**Q:** I have a strained crystal of zincblende AlN and know its volume per atom. Can I estimate its gap with pencil and paper?

**A:** You can, if you first say which gap you mean. Add one per cent to the volume at fixed shape, and the direct gap shrinks by about a tenth of an eV. The smallest gap, which is indirect, shrinks by only a few thousandths. Both figures come from the cells below.

Strained zincblende AlN, computed with Ansatz 0.2.0 at the PBE level without spin–orbit coupling, using PAW, a 420 eV plane-wave cutoff and a 10×10×10 k mesh, on strained r2SCAN geometries. The ratio c/a refers to the body-centred tetragonal cell, and each gap is the least found over the mesh, the named k points and the paths between them.

```csv
volume (Å³/atom),c/a,shortest distance (Å),band gap (eV),least direct gap (eV)
9.960,1.4472,1.864,3.277,4.549
9.972,1.4463,1.864,3.279,4.540
10.009,1.4437,1.867,3.285,4.510
10.313,1.4469,1.885,3.265,4.238
10.322,1.4446,1.886,3.269,4.234
10.691,1.4496,1.908,3.241,3.920
```

The least direct gap is the smallest energy that lifts an electron without changing its wave vector; here that happens at the zone centre, Γ. The band gap joins the valence top to a conduction valley at the zone boundary, called X. The valence top lies at Γ, except in the two smallest cells, where a point away from Γ is higher by a hair. The ratio c/a would be $\sqrt2$ in a cubic crystal, so every cell here is stretched along c relative to a, by 2.1 to 2.5 %. In the first five cells the plane across c was squeezed; in the last, one axis was pulled.

**Q:** Let us begin with the direct gap. What is the rule?

**A:** Over a small range of volume any smooth quantity is nearly a straight line, so a starting value and a slope are enough. With $V$ the volume per atom,

$$E_\text{direct}\approx 4.25\ \text{eV}-0.09\ \text{eV}\times p,\qquad p=100\left(\frac{V}{10.3\ \text{Å}^3}-1\right).$$

Here $p$ is the per cent of volume above 10.3 Å³. A slope of this kind, energy per relative change of size, is called a deformation potential.

**Q:** Please work it for a large cell.

**A:** Take the largest, at 10.691 Å³. It exceeds 10.3 by 0.391, and 0.391/10.3 is 3.8 %. The rule takes off 0.09 × 3.8 = 0.34 eV and leaves 3.91 eV, where the calculation gave 3.92 eV.

**Q:** Then I'll do the smallest, at 9.960 Å³. It lies 0.340 below 10.3, which is 3.3 %. I add 0.09 × 3.3 = 0.30 eV and get 4.55 eV, and the table agrees.

**A:** It does, but neither cell is an independent test. The two constants are rounded from a straight line fitted to all six cells. The rule stays within about 0.01 eV of the computed direct gap in every cell, while that gap itself falls by 0.63 eV. The output printed below also gives the typical error of the fitted line for a cell that is left out of the fit, about 0.006 eV.

**Q:** Why does the direct gap fall at all when the crystal expands?

**A:** Look at the two states at its edges. In this crystal the lowest conduction state at Γ is an antibonding combination of s orbitals. The valence top is a bonding combination of p orbitals, mostly on nitrogen. Mixing between neighbours pushes antibonding states up and bonding states down. In this picture longer bonds weaken the mixing, so both edges move back towards the levels of the free atoms, the upper one down and the lower one up, and the gap closes from both sides. The calculations have no common zero of energy from cell to cell, so they show the closing but not the two shifts separately.

**Q:** I have learnt that such couplings go as $1/d^2$, with $d$ the bond length. Could I not scale the gap that way and do without a fitted slope?

**A:** Try it, starting from the smallest cell. For the largest you would predict 4.34 eV instead of the computed 3.92 eV. That error of 0.42 eV is two thirds of the whole change you wanted to predict.

**Q:** So is the coupling law wrong?

**A:** The mistake is to apply it to the gap, which is a small difference between two large energies. The first is the distance at Γ from the lowest valence state, a bonding s state, up to the antibonding one: 19.8 eV in the cell at 9.972 Å³. The second is the valence width, from that same lowest state up to the valence top. Subtract the second from the first and the direct gap remains.

Now go to the cell at 10.322 Å³. The large distance falls by 0.51 eV, or 2.6 %, close to the 2.3 % that $1/d^2$ would give. The valence width falls by only about 0.2 eV. The other 0.3 eV comes out of the gap, which is much the smaller of the two parts and so loses about 7 % of its value.

**Q:** Why does the valence width give up so little?

**A:** Both of its ends belong mainly to nitrogen, and a good part of the width is simply the distance between the s and p levels of the nitrogen atom. Stretching the bonds hardly alters that part. Besides, both ends are bonding states, so in the picture above both move up and part of the change cancels. This is an argument from the nature of the orbitals; the levels show how the loss is shared, but not why. Nor does the near agreement for the large distance prove the coupling law, because that distance also contains atomic parts that do not scale.

**Q:** Then why does the indirect gap not fall in the same way? It has the same valence top.

**A:** Its upper edge is a different kind of state. At X the wave changes sign from each layer of like atoms to the next, and symmetry then lets s orbitals on one atom mix with p orbitals on the other. Such a state is therefore expected to respond to bond length differently from the purely antibonding s state at Γ. The table cannot show how far each state moves by itself, but it does show the two drawing together: the Γ valley starts 1.27 eV above the X valley in the smallest cell and is only 0.68 eV above it in the largest. The X valley, meanwhile, nearly keeps its distance from the valence top.

**Q:** So for the smallest gap I could just write down a constant?

**A:** Yes: 3.27 eV is right to 0.03 eV in all six cells. From cell to cell, the onset of weak, indirect absorption would therefore stay almost in place, while the onset of strong, direct absorption moves by tenths of an eV. If you measure only the smallest gap, you will hardly notice the change in volume.

**Q:** There is something odd, though. From 10.313 to 10.322 Å³ the crystal grows and the indirect gap also grows.

**A:** The shape has changed too. The stretch along c drops from 2.3 to 2.1 % between those cells, and the indirect gap is far more sensitive to shape than to volume. A fit to the six cells with both gives a loss of about 0.04 eV per per cent of stretch, against 0.004 eV per per cent of volume. With three constants for six cells, treat these as local slopes and no more.

**Q:** Why should the shape matter so much here?

**A:** In a cubic crystal the X valleys along the three axes have equal energy. Stretching one axis separates them, and here the valleys along the two short axes become the lowest. The stretch also splits the valence top, which in the cubic crystal consists of three states of equal energy. The gap always runs from the highest valence state to the lowest valley, so both splittings make it smaller. A pure change of volume moves the levels without separating them.

**Q:** May I then use the rule for the direct gap in an unstretched, cubic crystal?

**A:** Only with a correction. In the cell at 9.972 Å³ the stretch splits the valence top by 0.10 eV, with two states above and one below. To first order, a change of shape at fixed volume moves neither the average of the three nor the conduction state at Γ. The upper pair stands one third of the splitting, 0.03 eV, above that average. A cubic crystal of the same volume should have a direct gap larger by about that amount, which is more than the error of the rule within the table.

For the indirect gap, do not carry the slope with shape through the cubic point either. If you shorten c instead, the order of the valleys and of the valence states reverses, and the indirect gap shrinks again. Plotted against shape, it should have a sharp peak at the cubic crystal.

**Q:** And how far can I go in volume?

**A:** Stay within about 3 or 4 % of 10.3 Å³, where the line has been compared with computed values. For the indirect gap there is also a physical end. Expansion brings the Γ valley down towards the X valley, and if it ever passes below, the smallest gap becomes the direct one and starts to fall at the fast rate. No cell here has come near that point.

**Q:** Would a spectrometer show me 4.25 eV at 10.3 Å³?

**A:** No. These are PBE values, and PBE makes the gaps of wide-gap nitrides too small, roughly by an eV or more. That error is a hundred times that of the rule, so the starting value must come from a measurement or a better theory. You might keep the slope as a first guess, since it rests on differences between similar cells, but how well it survives a better theory is untested here.

Printed output of the fit:

```
Rule of thumb for the direct gap:
     row  volume above 10.3 in %  stretch along c in %  rule in eV  rule less computed in eV  inverse-square rule in eV  direct less indirect gap in eV
    9.96                  -3.301                 2.332       4.547                 -0.001913                      4.549                           1.272
   9.972                  -3.184                 2.269       4.537                 -0.003398                      4.545                           1.261
  10.009                  -2.825                 2.085       4.504                 -0.005728                      4.534                           1.225
  10.313                  0.1262                 2.311       4.239                 0.0006408                      4.445                           0.973
  10.322                  0.2136                 2.149       4.231                 -0.003223                      4.442                           0.965
  10.691                   3.796                 2.502       3.908                  -0.01165                      4.339                           0.679
largest miss of the rule for the direct gap, eV: 0.01165
largest miss of the inverse-square rule, eV: 0.4192
fall of the direct gap over the table, eV: 0.629
spread of the indirect gap over the table, eV: 0.044
largest miss of a constant indirect gap of 3.27 eV, eV: 0.029
fit of least_direct_gap on 6 rows: constant 4.255 +/- 0.0017, coefficient of pct -0.08915 +/- 0.00062; rms 0.00315, worst 10.313 0.0057, leave-one-out rms 0.00623
fit of band_gap on 6 rows: constant 3.265 +/- 0.00036, coefficient of pct -0.004167 +/- 0.00016, coefficient of shape -0.03807 +/- 0.0031; rms 0.00059, worst 10.313 -0.00118, leave-one-out rms 0.0011
separation of bonding and antibonding s levels at 9.972, eV: 19.8
its fall from 9.972 to 10.322, eV: 0.5117
its fall from 9.972 to 10.322, %: 2.584
fall expected from inverse-square scaling, %: 2.274
part of the fall taken by the valence width, eV: 0.2051
part of the fall taken by the direct gap, eV: 0.3066
splitting of the valence top at the zone centre at 9.972, eV: 0.09907
one third of that splitting, eV: 0.03302
```
